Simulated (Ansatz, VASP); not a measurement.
# Cross-check of Si53CN72 (C_Si) between VASP and Ansatz, part 2 of 2

Aim: how closely do two programs agree when they are given the same cell, functional and k mesh? Of the first pair: The structure shown is the start of the Ansatz relaxation below; VASP solves that cell, so the two are compared at the walk's first step.

VASP 6.6.1 and Ansatz 0.2.0.

So far. Step 3 (VASP: single point, PBEsol, start cell, pair 1): The run ends at a pressure of -0.15 GPa, with forces up to 4.3 eV/Å.

**5. Ansatz: relaxation, PBEsol**

Level of this step: Ansatz beside VASP: Kohn-Sham DFT, plane waves, PBEsol (Ansatz).

This run makes the geometry at which the two programs are then compared.

The structure compared here is the end of the Ansatz relaxation.

File input.yaml:

```yaml
crystal:
  lattice:
    - [11.43668588, 6.60297367, 0.0]
    - [-11.43668588, 6.60297367, 0.0]
    - [0.0, 0.0, 2.91025578]
  atoms:
    - { symbol: Si, position: [0.01950046, 0.80655545, 0.75] }
    - { symbol: Si, position: [0.3528338, 0.47322211, 0.75] }
    - { symbol: Si, position: [0.68616713, 0.13988878, 0.75] }
    - { symbol: Si, position: [0.21294502, 0.01950046, 0.25] }
    - { symbol: Si, position: [0.54627835, 0.68616713, 0.25] }
    - { symbol: Si, position: [0.87961168, 0.3528338, 0.25] }
    - { symbol: Si, position: [0.13988878, 0.45372165, 0.25] }
    - { symbol: Si, position: [0.47322211, 0.12038832, 0.25] }
    - { symbol: Si, position: [0.80655545, 0.78705498, 0.25] }
    - { symbol: Si, position: [0.19344455, 0.21294502, 0.75] }
    - { symbol: Si, position: [0.52677789, 0.87961168, 0.75] }
    - { symbol: Si, position: [0.86011122, 0.54627835, 0.75] }
    - { symbol: Si, position: [0.12038832, 0.6471662, 0.75] }
    - { symbol: Si, position: [0.45372165, 0.31383287, 0.75] }
    - { symbol: Si, position: [0.78705498, 0.98049954, 0.75] }
    - { symbol: Si, position: [0.31383287, 0.86011122, 0.25] }
    - { symbol: Si, position: [0.6471662, 0.52677789, 0.25] }
    - { symbol: Si, position: [0.98049954, 0.19344455, 0.25] }
    - { symbol: "N", position: [0.0, 0.66666667, 0.75] }
    - { symbol: "N", position: [0.33333333, 0.33333333, 0.75] }
    - { symbol: "N", position: [0.66666667, 0.0, 0.75] }
    - { symbol: "N", position: [0.0, 0.33333333, 0.25] }
    - { symbol: "N", position: [0.33333333, 0.0, 0.25] }
    - { symbol: "N", position: [0.66666667, 0.66666667, 0.25] }
    - { symbol: "N", position: [0.21345843, 0.45653274, 0.75] }
    - { symbol: "N", position: [0.54679176, 0.12319941, 0.75] }
    - { symbol: "N", position: [0.8801251, 0.78986608, 0.75] }
    - { symbol: "N", position: [0.09025902, 0.8801251, 0.25] }
    - { symbol: "N", position: [0.42359235, 0.54679176, 0.25] }
    - { symbol: "N", position: [0.75692569, 0.21345843, 0.25] }
    - { symbol: "N", position: [0.12319941, 0.57640765, 0.25] }
    - { symbol: "N", position: [0.45653274, 0.24307431, 0.25] }
    - { symbol: "N", position: [0.78986608, 0.90974098, 0.25] }
    - { symbol: "N", position: [0.21013392, 0.09025902, 0.75] }
    - { symbol: "N", position: [0.54346726, 0.75692569, 0.75] }
    - { symbol: "N", position: [0.87680059, 0.42359235, 0.75] }
    - { symbol: "N", position: [0.1198749, 0.21013392, 0.25] }
    - { symbol: "N", position: [0.45320824, 0.87680059, 0.25] }
    - { symbol: "N", position: [0.78654157, 0.54346726, 0.25] }
    - { symbol: "N", position: [0.24307431, 0.78654157, 0.75] }
    - { symbol: "N", position: [0.57640765, 0.45320824, 0.75] }
    - { symbol: "N", position: [0.90974098, 0.1198749, 0.75] }
  supercell: [1, 1, 3]
  defects: [{ substitution: { at: 43, symbol: C } }]
basis:
  ecutwfc: 420
  xc_grid: 2
hamiltonian:
  xc: pbesol
  pseudopotentials: { kind: paw, azcp: { folder: soft_1 }, xc_functional: pbe }
kpoints:
  mp_grid: { grid: [1, 1, 1], shift: [0.25, 0.25, 0.25] }
scf:
  occupations: { method: fixed }
  max_iter: 80
output:
  forces: true
  charged_corrections: { epsilon: [4.29, 4.29, 4.37], static_epsilon: [8.29, 8.29, 8.25] }
relax:
  f_tol: 0.02
  max_steps: 80
  random_displacement: { amplitude: 0.05, seed: 345 }
checkpoint:
  write: "../q0.relax.run"
  compress: false
  write_wavefunctions: true
  write_every: 100000
```

Started as:

```console
ansatz run input.yaml --threads 8 --pin off --max-ram 22609MiB --backend cpu --events-out ev --progress --plain --runs-dir out
```

Numbers of over 12 decimals in the logs are rounded to 6 here.

The program printed:

```text
[...]
Crystal: 126 atoms, lattice volume = 1318.628 Å³
Basis set: ecut = 420 eV, 25805 PW (Γ), exchange–correlation on 180×180×120 points (8 copies of the dense FFT grid, shifted against one another)
Bands: 414, of which v1, the nominal top of the filled ones, is band 288 counted from 1 (287 counted from 0)
Symmetry: 1 space group operations
k-points: 1
[...]
SCF iter   1: F=—  HF=-60674.142385 eV  |F-HF|=—  |Δ(HF+E_count)|=         —  Δρ=1.48e-1  dr2=3.07e2  ethr=3.10e-3  ⟨swp⟩=6.0  Hψ=1646  notcnv=0  defer=121
[...]
- { symbol: Si, position: [0.473174, 0.122865, 0.417921] }
    - { symbol: Si, position: [0.803479, 0.785046, 0.416747] }
[...]
- { symbol: Si, position: [0.786472, 0.980069, 0.916523] }
    - { symbol: Si, position: [0.313658, 0.861750, 0.750006] }
    - { symbol: Si, position: [0.647243, 0.526299, 0.750173] }
    - { symbol: Si, position: [0.980603, 0.193858, 0.749863] }
[...]
- { symbol: N, position: [0.786988, 0.543833, 0.750486] }
    - { symbol: N, position: [0.242976, 0.787361, 0.916397] }
    - { symbol: N, position: [0.576050, 0.452841, 0.916819] }
    - { symbol: N, position: [0.909164, 0.119871, 0.916406] }
```

**6. VASP: single point, PBEsol, relaxed cell, pair 2**

The same cell, functional and mesh now go to VASP, with its own data sets.

File INCAR:

```
SYSTEM = Si53CN72
PREC = Accurate
ENCUT = 520
EDIFF = 1E-06
NELM = 120
ISMEAR = 0
SIGMA = 0.01
LREAL = Auto
ALGO = Normal
GGA = PS
NBANDS = 384
LORBIT = 11
LWAVE = .FALSE.
LCHARG = .FALSE.
ISIF = 2
ISYM = 0
LASPH = .TRUE.
GGA_COMPAT = .FALSE.
EFERMI = MIDGAP
NCORE = 4
```

File POSCAR:

```
Si53CN72
1.0
   11.4366858800      6.6029736700      0.0000000000
  -11.4366858800      6.6029736700      0.0000000000
    0.0000000000      0.0000000000      8.7307673400
Si N C
53 72 1
Direct
    0.0191646812      0.8068068909      0.2511288758
    0.3514900219      0.4701875995      0.2560789900
[... 7 atom lines left out ...]
    0.1924588498      0.2120453898      0.2498212659
[... 3 atom lines left out ...]
    0.4532706716      0.3135204973      0.2501631042
[... 7 atom lines left out ...]
    0.5383606431      0.6787783305      0.4223283279
[... 1 atom line left out ...]
    0.1458504530      0.4544123323      0.4190191177
[... 2 atom lines left out ...]
    0.1965190940      0.2222899797      0.5835068075
    0.5260989639      0.8798630785      0.5835063500
[... 1 atom line left out ...]
    0.1217053545      0.6478370461      0.5835108617
    0.4516565171      0.3195198615      0.5835025264
[... 2 atom lines left out ...]
    0.6472350276      0.5263020962      0.4168150816
    0.9806031608      0.1938545944      0.4171284556
[... 1 atom line left out ...]
    0.3514887836      0.4701906939      0.9109257341
[... 2 atom lines left out ...]
    0.5383671980      0.6787793317      0.7446565413
[... 1 atom line left out ...]
    0.1458517158      0.4544174441      0.7479742713
[... 2 atom lines left out ...]
    0.1924637199      0.2120523470      0.9171919741
[... 3 atom lines left out ...]
    0.4532718570      0.3135223560      0.9168435338
[... 2 atom lines left out ...]
    0.6472433149      0.5262993331      0.7501734603
    0.9806033852      0.1938581875      0.7498631840
[... 1 atom line left out ...]
    0.3323109745      0.3313000578      0.2506855249
[... 4 atom lines left out ...]
    0.2142759615      0.4564711650      0.2494145665
[... 3 atom lines left out ...]
    0.4224199791      0.5420495716      0.0835028664
[... 5 atom lines left out ...]
    0.5354294057      0.7490317762      0.2528492407
[... 5 atom lines left out ...]
    0.5760511013      0.4528368215      0.2501647345
[... 2 atom lines left out ...]
    0.3352287703      0.3501000605      0.5835208525
[... 1 atom line left out ...]
    0.0035467585      0.3353490410      0.4196509297
[... 1 atom line left out ...]
    0.6627154857      0.6645955576      0.4167406047
    0.2265464536      0.4559487494      0.5835017349
[... 3 atom lines left out ...]
    0.4134877172      0.5369781433      0.4369478261
[... 1 atom line left out ...]
    0.1268212710      0.5766842513      0.4183133222
    0.4539205931      0.2445350023      0.4190455409
[... 1 atom line left out ...]
    0.2145163995      0.0985299920      0.5835007466
    0.5408216719      0.7561479372      0.5834972762
[... 1 atom line left out ...]
    0.1202369113      0.2116786166      0.4162878773
[... 3 atom lines left out ...]
    0.5787447911      0.4533732693      0.5834934491
[... 2 atom lines left out ...]
    0.3323136925      0.3313039000      0.9163495621
[... 1 atom line left out ...]
    0.0035472766      0.3353515776      0.7472887434
[... 1 atom line left out ...]
    0.6627180592      0.6645917881      0.7502065548
    0.2142734695      0.4564738130      0.9175856486
[... 3 atom lines left out ...]
    0.4134787537      0.5369815289      0.7300400679
[... 1 atom line left out ...]
    0.1268155448      0.5766832527      0.7487033892
    0.4539249937      0.2445410541      0.7479518818
[... 2 atom lines left out ...]
    0.5354259688      0.7490250354      0.9141465741
[... 1 atom line left out ...]
    0.1202418696      0.2116896951      0.7507221253
[... 3 atom lines left out ...]
    0.5760502045      0.4528405240      0.9168186605
[... 1 atom line left out ...]
    0.3493211728      0.4709677914      0.5835180933
```

File KPOINTS:

```
Points of the shifted mesh
1
Reciprocal
 0.2500000000  0.2500000000  0.2500000000 1
```

PAW data sets: Si, N and C (PBE family, release 64).

Started as:

```console
mpirun -np 16 vasp_std
```

The program printed:

```text
[banner, memory and clock lines left out]
running   16 mpi-ranks, on    1 nodes
[...]
[... a notice as in an earlier step ...]

 LDA part: xc-table for (Slater+PW92), standard interpolation
 POSCAR, INCAR and KPOINTS ok, starting setup
[...]
entering main loop
       N       E                     dE             d eps       ncg     rms          rms(c)
DAV:   1     0.268859719987E+04    0.26886E+04   -0.28454E+05   776   0.139E+03
DAV:   2    -0.954518151515E+03   -0.36431E+04   -0.34859E+04   944   0.299E+02
DAV:   3    -0.121534233360E+04   -0.26082E+03   -0.25864E+03   936   0.819E+01
DAV:   4    -0.122121586123E+04   -0.58735E+01   -0.58502E+01   976   0.125E+01
[...]
DAV:  16    -0.108209792036E+04   -0.10339E-04   -0.78313E-06   856   0.398E-03    0.334E-03
DAV:  17    -0.108209792268E+04   -0.23262E-05   -0.31738E-06   696   0.256E-03    0.147E-03
DAV:  18    -0.108209792263E+04    0.49491E-07   -0.27031E-07   656   0.945E-04
   1 F= -.10820979E+04 E0= -.10820979E+04  d E =0.000000E+00
```

Parts of OUTCAR (step 6):

```text
  FREE ENERGIE OF THE ION-ELECTRON SYSTEM (eV)
  ---------------------------------------------------
  free  energy   TOTEN  =     -1082.0979226335 eV

  energy  without entropy=    -1082.0979226335  energy(sigma->0) =    -1082.09792263
```

The run ends at a pressure of -1.86 GPa, with forces up to 0.033 eV/Å.

**7. Comparison**

Both answers:

```
              quantity  Ansatz   VASP  difference
gap on the k mesh (eV)   4.010  4.003      +0.007
```

At this near-relaxed geometry the largest component of a force difference is 27 meV/Å. A gap on the mesh is an upper bound, since the band edges may lie between its points.

**8. Ansatz: relaxation, PBEsol**

The two programs are compared at the cell with which this relaxation starts, whose forces are those of its first step.

The structure compared here is the start of the Ansatz relaxation; VASP solves that cell, so the two are compared at the walk's first step.

input.yaml, as its differences from that of step 5:

```diff
@@ -50,2 +50,3 @@
   defects: [{ substitution: { at: 43, symbol: C } }]
+total_charge: 1
 basis:
@@ -58,2 +59,6 @@
   mp_grid: { grid: [1, 1, 1], shift: [0.25, 0.25, 0.25] }
+magnetization:
+  spin_polarized: true
+  initial_magnetization: 1
+  spin_locking: { lock_magnetization: hard }
 scf:
@@ -67,5 +72,5 @@
   max_steps: 80
-  random_displacement: { amplitude: 0.05, seed: 345 }
+  random_displacement: { amplitude: 0.05, seed: 346 }
 checkpoint:
-  write: "../q0.relax.run"
+  write: "../qp1_M1.relax.run"
   compress: false
```

Started as:

```console
ansatz run input.yaml --threads 8 --pin off --max-ram 22609MiB --backend cpu --events-out ev --progress --plain --runs-dir out
```

The program printed:

```text
[...]
Crystal: 126 atoms, lattice volume = 1318.628 Å³
Basis set: ecut = 420 eV, 25805 PW (Γ), exchange–correlation on 180×180×120 points (8 copies of the dense FFT grid, shifted against one another)
Bands: 414, of which v1, the nominal top of the filled ones, is band 288 counted from 1 (287 counted from 0)
Symmetry: 1 space group operations
k-points: 1
[...]
Starting moments: Σ|m| = 1 μB on 126 of 126 sites
[...]
- { symbol: Si, position: [0.473977, 0.123022, 0.418012] }
    - { symbol: Si, position: [0.804317, 0.785440, 0.416796] }
[...]
- { symbol: Si, position: [0.787318, 0.980282, 0.916510] }
    - { symbol: Si, position: [0.314289, 0.861700, 0.749868] }
    - { symbol: Si, position: [0.648102, 0.526350, 0.750190] }
    - { symbol: Si, position: [0.981140, 0.193847, 0.749788] }
[...]
- { symbol: N, position: [0.787762, 0.544119, 0.750482] }
    - { symbol: N, position: [0.243682, 0.787617, 0.916316] }
    - { symbol: N, position: [0.576661, 0.453214, 0.916852] }
    - { symbol: N, position: [0.909963, 0.120072, 0.916387] }
```

**9. VASP: single point, PBEsol, start cell, pair 3**

The same cell, functional and mesh now go to VASP, with its own data sets.

File INCAR:

```
SYSTEM = Si53CN72
PREC = Accurate
ENCUT = 520
EDIFF = 1E-06
NELM = 200
ISMEAR = 0
SIGMA = 0.01
LREAL = Auto
ALGO = Normal
GGA = PS
NELECT = 575
NBANDS = 384
ISPIN = 2
MAGMOM = -0 -0 -0 -0 -0 -0 -0 -0 -0 -0 -0 -0 -0 -0 -0 -0 -0 -0 -0 -0 -0 -0 -0 -0 -0 -0 -0 -0 -0 -0 -0 -0 -0 -0 -0 -0 -0 -0 -0 -0 -0 -0 -0 -0 -0 -0 -0 -0 -0 -0 -0 -0 -0 0.02 0.03 0.02 0.01 0.02 0.02 0.01 0.01 0.01 0 0.01 0 0.01 0.01 0.01 0.01 0.01 0.01 0.01 0.01 0.01 0 0.01 0 0.02 0.05 0.02 0.02 0.02 0.03 0.01 0 0 0 0.01 0 0 0.01 0 0.01 0 0 0.01 0 0 0 0 0 0.01 0.03 0.01 0.02 0.02 0.02 0.01 0.01 0.01 0 0.01 0 0 0.01 0 0.01 0.01 0.01 0.01 0.01 0.01 0 0.01 0 -0
LORBIT = 11
LWAVE = .FALSE.
LCHARG = .FALSE.
ISIF = 2
ISYM = 0
NUPDOWN = 1
LASPH = .TRUE.
GGA_COMPAT = .FALSE.
NCORE = 4
```

File POSCAR:

```
Si53CN72
1.0
   11.4366858822      6.6029736727      0.0000000000
  -11.4366858822      6.6029736727      0.0000000000
    0.0000000000      0.0000000000      8.7307673276
Si N C
53 72 1
Direct
    0.0171110589      0.8082222334      0.2520658171
    0.3534404948      0.4761096854      0.2541093946
[... 7 atom lines left out ...]
    0.1955278668      0.2112997435      0.2529718084
[... 3 atom lines left out ...]
    0.4543240972      0.3175522198      0.2523332621
[... 7 atom lines left out ...]
    0.5435708783      0.6877814492      0.4164150599
[... 1 atom line left out ...]
    0.1369792673      0.4504886210      0.4133445394
[... 2 atom lines left out ...]
    0.1911044774      0.2086257246      0.5824908406
    0.5310753469      0.8820883975      0.5842610172
[... 1 atom line left out ...]
    0.1198733577      0.6437413787      0.5802690428
    0.4562509282      0.3148396822      0.5879881810
[... 2 atom lines left out ...]
    0.6505638395      0.5260940399      0.4166693331
    0.9845958323      0.1943743387      0.4155972624
[... 1 atom line left out ...]
    0.3564841771      0.4741668707      0.9195230727
[... 2 atom lines left out ...]
    0.5495648917      0.6879401182      0.7537715476
[... 1 atom line left out ...]
    0.1398840300      0.4564815161      0.7539166665
[... 2 atom lines left out ...]
    0.1922429617      0.2135519320      0.9218611261
[... 3 atom lines left out ...]
    0.4534017830      0.3171957163      0.9187231430
[... 2 atom lines left out ...]
    0.6485781283      0.5261721258      0.7550438298
    0.9821380426      0.1958486321      0.7452625589
[... 1 atom line left out ...]
    0.3327990460      0.3304244071      0.2540422756
[... 4 atom lines left out ...]
    0.2173745381      0.4576355742      0.2521927246
[... 3 atom lines left out ...]
    0.4255382511      0.5506517687      0.0806444581
[... 5 atom lines left out ...]
    0.5402940395      0.7527480690      0.2496008562
[... 5 atom lines left out ...]
    0.5732745094      0.4517995459      0.2539869540
[... 2 atom lines left out ...]
    0.3293417168      0.3300766325      0.5819843559
[... 1 atom line left out ...]
    0.0006124425      0.3346434755      0.4221300215
[... 1 atom line left out ...]
    0.6686314919      0.6643791237      0.4179741440
    0.2135117155      0.4556071117      0.5777910246
[... 3 atom lines left out ...]
    0.4271412924      0.5487621898      0.4199979065
[... 1 atom line left out ...]
    0.1264893449      0.5798224218      0.4140098876
    0.4559645357      0.2457190132      0.4202188493
[... 1 atom line left out ...]
    0.2120251860      0.0938024759      0.5799838445
    0.5456838752      0.7585783295      0.5784662230
[... 1 atom line left out ...]
    0.1178748781      0.2066018056      0.4133102927
[... 3 atom lines left out ...]
    0.5780593482      0.4508884164      0.5856736078
[... 2 atom lines left out ...]
    0.3298587829      0.3332463902      0.9190855396
[... 1 atom line left out ...]
    0.9967166899      0.3293359504      0.7512661550
[... 1 atom line left out ...]
    0.6674610061      0.6647729897      0.7544393010
    0.2169900291      0.4569591975      0.9139664019
[... 3 atom lines left out ...]
    0.4196293334      0.5439497016      0.7520379084
[... 1 atom line left out ...]
    0.1229731847      0.5758645252      0.7443178539
    0.4572973137      0.2466780814      0.7471627356
[... 2 atom lines left out ...]
    0.5446756726      0.7541695788      0.9187777774
[... 1 atom line left out ...]
    0.1223612856      0.2136641342      0.7468028588
[... 3 atom lines left out ...]
    0.5764548195      0.4555767072      0.9121706834
[... 1 atom line left out ...]
    0.3543147186      0.4721520024      0.5786928927
```

KPOINTS is that of step 6.

Started as:

```console
mpirun -np 16 vasp_std
```

The program printed:

```text
[... set-up lines as in an earlier step ...]
 entering main loop
       N       E                     dE             d eps       ncg     rms          rms(c)
DAV:   1     0.268582966131E+04    0.26858E+04   -0.28359E+05  1544   0.139E+03
DAV:   2    -0.952255498083E+03   -0.36381E+04   -0.34888E+04  1880   0.299E+02
DAV:   3    -0.121545247737E+04   -0.26320E+03   -0.26088E+03  1872   0.823E+01
DAV:   4    -0.122140404981E+04   -0.59516E+01   -0.59249E+01  1920   0.126E+01
DAV:   5    -0.122156220770E+04   -0.15816E+00   -0.15786E+00  1888   0.199E+00BRMIX: very serious problems
 the old and the new charge density differ
 old charge density:   576.00000 new  575.00000
    0.864E+01
DAV:   6    -0.108452484294E+04    0.13704E+03   -0.50845E+02  1840   0.312E+01    0.396E+01
DAV:   7    -0.108272304854E+04    0.18018E+01   -0.29898E+01  1888   0.830E+00    0.190E+01
DAV:   8    -0.108187200450E+04    0.85104E+00   -0.54150E+00  2008   0.433E+00    0.844E+00
DAV:   9    -0.108167532034E+04    0.19668E+00   -0.19035E+00  1984   0.283E+00    0.292E+00
[...]
DAV:  21    -0.108170810415E+04   -0.76389E-05   -0.21440E-05  1648   0.621E-03    0.803E-03
DAV:  22    -0.108170810623E+04   -0.20813E-05   -0.70418E-06  1400   0.396E-03    0.972E-03
DAV:  23    -0.108170810692E+04   -0.69060E-06   -0.35605E-06  1152   0.258E-03
   1 F= -.10817081E+04 E0= -.10817081E+04  d E =-.137172E-04  mag=     1.0000
```

OUTCAR, selected parts (step 9):

```text
 magnetization (x)
# of ion       s       p       d       tot
------------------------------------------
    1       -0.000  -0.000   0.000  -0.000
    2       -0.000  -0.001   0.000  -0.001
    3       -0.000  -0.000   0.000  -0.001
    4       -0.000  -0.001   0.000  -0.001
    5       -0.000  -0.000   0.000  -0.001
    6       -0.000  -0.000   0.000  -0.000
[...]
124        0.000   0.010   0.000   0.010
  125        0.000   0.009   0.000   0.010
  126       -0.001  -0.004   0.000  -0.005
--------------------------------------------------
tot          0.007   0.700   0.000   0.708
```

The cell is charged against a uniform background.

The run ends at a pressure of -1.30 GPa, with forces up to 4.4 eV/Å.

**10. Side by side**

What differs besides the data sets and the points named for the pairs above, as far as they apply: VASP starts from the moments at which Ansatz ended. Total energies have different zeros and are not compared.

Forces on 10 of the 126 atoms, those with the largest forces and the largest differences (eV/Å; atoms numbered as in POSCAR):

| atom | Ansatz x, y, z | VASP x, y, z |
| --- | --- | --- |
| Si11 | 0.718, -0.469, -1.022 | 0.729, -0.483, -1.039 |
| Si17 | -0.165, -1.994, -0.166 | -0.150, -2.017, -0.166 |
| Si20 | 0.434, -1.738, 2.395 | 0.438, -1.761, 2.397 |
| N59 | -0.201, 0.931, -0.074 | -0.219, 0.948, -0.074 |
| N79 | -2.047, 3.722, -0.177 | -2.049, 3.735, -0.177 |
| N84 | 2.377, 1.553, 0.978 | 2.391, 1.562, 0.990 |
| N88 | 0.190, -3.410, 2.795 | 0.190, -3.413, 2.802 |
| N89 | -0.061, 2.290, -1.591 | -0.060, 2.310, -1.596 |
| N105 | -0.719, 2.706, -0.012 | -0.712, 2.724, -0.013 |
| N112 | 0.218, 0.368, -3.901 | 0.219, 0.373, -3.913 |

The forces differ by 9.2 meV/Å r.m.s., which is 0.8 % of the r.m.s. force of 1.136 eV/Å (both taken over all components). Moments aren't recorded for both runs of this pair, so they may hold unlike magnetic states. The cell carries a charge of +1 e against a uniform background, so its pressure also hangs on how the neutralising background is counted, and in a defect's cell a gap may be the spacing between its levels.

**11. Results**

```json
{"r.m.s. force difference (single point, PBEsol, start cell, pair 1)": "0.79 % of the r.m.s. force", "difference in gap on the k mesh (single point, PBEsol, relaxed cell, pair 2)": "0.0068 eV", "r.m.s. force difference (single point, PBEsol, start cell, pair 3)": "0.81 % of the r.m.s. force"}
```

The r.m.s. force difference is 0.81 % of the r.m.s. force (single point, PBEsol, start cell, pair 3), within the 3 % picked in this series as the mark of a large difference. VASP runs on this material, other cells of it included, that failed, so that no pair exists: single point, PBEsol (timeout). How closely two codes agree says nothing of how well the functional describes the real material.

[Lines on the potential files, build, host, timing and source positions are cut from VASP's logs without a mark.]

[Logs are printed without paths, hosts, clocks, repeated set-up lines and the standing remarks that a program may print on its own settings, such as how far it seeks lower states.]

[Hosts, paths, dates, database ids (printed as entryN), source tags and the programs' standing remarks are cut or masked in the printed files.]
